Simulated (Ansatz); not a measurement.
# Computed properties of SiO2 (anatase sites, I4_1/amd)

All numbers come from Ansatz. No spin polarisation. The prototype was imposed, so other structures may be more stable.

The cell is a 6-atom cell of SiO2 built on the anatase structure (relaxed group I4_1/amd); cell and atoms were relaxed with r2SCAN. The symmetry is I4_1/amd (No. 141, tetragonal); conventional cell a = 3.490 Å, c = 8.405 Å, 8.53 Å³ an atom. Si has 6 O at 1.76–1.78 Å; O has 3 Si at 1.76–1.78 Å.

```cif
data_structure
_symmetry_space_group_name_H-M 'P 1'
_symmetry_Int_Tables_number 1
_cell_length_a 4.8736
_cell_length_b 4.8736
_cell_length_c 4.8736
_cell_angle_alpha 138.042
_cell_angle_beta 138.042
_cell_angle_gamma 60.838
_cell_volume 51.18
loop_
_atom_site_label
_atom_site_type_symbol
_atom_site_fract_x
_atom_site_fract_y
_atom_site_fract_z
_atom_site_occupancy
Si1 Si 0.00000 0.00000 0.00000 1
Si2 Si 0.75000 0.25000 0.50000 1
O1 O 0.95906 0.45906 0.50000 1
O2 O 0.20906 0.20906 0.00000 1
O3 O 0.54094 0.04094 0.50000 1
O4 O 0.79094 0.79094 0.00000 1
```

Band edges at fixed r2SCAN geometry:
```tsv
level	k mesh	gap (eV)	kind	edges	least direct gap (eV)
PBE	10×10×10	6.31	indirect	Γ–X (0.90) → Γ	7.04
r2SCAN	10×10×10	7.21	indirect	(-0.005, -0.005, 0.432) → Γ	7.98
HSE06	6×6×6	8.38	indirect	(-0.005, -0.005, 0.432) → Γ	9.18
PBE0	6×6×6	9.14	indirect	(-0.005, -0.005, 0.432) → Γ	9.95
```
PBE: smearing of 0.02 eV; the others have fixed occupations.
Wave cutoffs: 420 eV, 500 eV (r2SCAN).
Points off the special ones are mesh points or PBE's searched band edges, reused at the other levels.

HSE06 gives an indirect gap of 8.38 eV, from k = (-0.005, -0.005, 0.432) to Γ; the least direct gap is 9.18 eV at Γ.

r2SCAN covers 43 % of the step from PBE to HSE06. All these functionals give a gap of the same kind, indirect.

r2SCAN (ground state on 8×8×8): The clamped-ion dielectric constant comes out as 3.05 along x and y, 3.11 along z. Born charges, averaged over directions: Si +3.86, O -1.93 e. The program notes that the ground state's band table doesn't vouch for all the bands that the response reads.

Coordinates of k points refer to the reciprocal vectors of the primitive cell of the runs.
